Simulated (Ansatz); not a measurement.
**What a change of settings does to a run on BeSe**

The cell comes from COD entry 9008837, which wasn't checked; take it as a given geometry. It differs from other determinations. The listed cell was then made from it by scaling, straining or moving an atom.

First run: DFT, PBE, PAW with Ansatz's default frozen-core files, scalar-relativistic (Ansatz 0.2.0).

Command: `ansatz run input.yaml --threads 1 --pin off --max-ram 2048MiB --backend cpu --events-out ev --progress --plain --runs-dir out` The run took about 6.8 s on 1 thread of a shared machine.

```yaml
crystal:
  lattice:
    - [0.0, 2.5093921886, 2.5093921886]
    - [2.5093921886, 0.0, 2.5093921886]
    - [2.5093921886, 2.5093921886, 0.0]
  atoms:
    - { symbol: Be, position: [0.0, 0.0, 0.0] }
    - { symbol: Se, position: [0.25, 0.25, 0.25] }
kpoints:
  mp_grid: { grid: [8, 8, 8] }
scf:
  occupations: { method: fermi_dirac, width: 0.02 }
hamiltonian:
  xc: pbe
  pseudopotentials: { kind: paw }
output:
  forces: true
  stress: true
  efg: { contact_densities: true }
relax:
  f_tol: 0.005
  max_steps: 80
  cell: {}
```

Result: converged; relaxed volume 17.349 Å³/atom; 26 SCF iterations in all.

A second input differs as follows:

```diff
@@ -1,7 +1,7 @@
 crystal:
   lattice:
-    - [0.0, 2.5093921886, 2.5093921886]
-    - [2.5093921886, 0.0, 2.5093921886]
-    - [2.5093921886, 2.5093921886, 0.0]
+    - [0.0, 1.32791263, 1.32791263]
+    - [1.32791263, 0.0, 1.32791263]
+    - [1.32791263, 1.32791263, 0.0]
   atoms:
     - { symbol: Be, position: [0.0, 0.0, 0.0] }
@@ -11,4 +11,5 @@
 scf:
   occupations: { method: fermi_dirac, width: 0.02 }
+  max_iter: 100
 hamiltonian:
   xc: pbe
```

Task: Does the change harm the result?

Result: Not here: the run converged; energy at zero smearing 0.0 meV/atom from the first run; relaxed volume 17.354 Å³/atom; 162 SCF iterations in all, so the odd setting did no harm in this case.
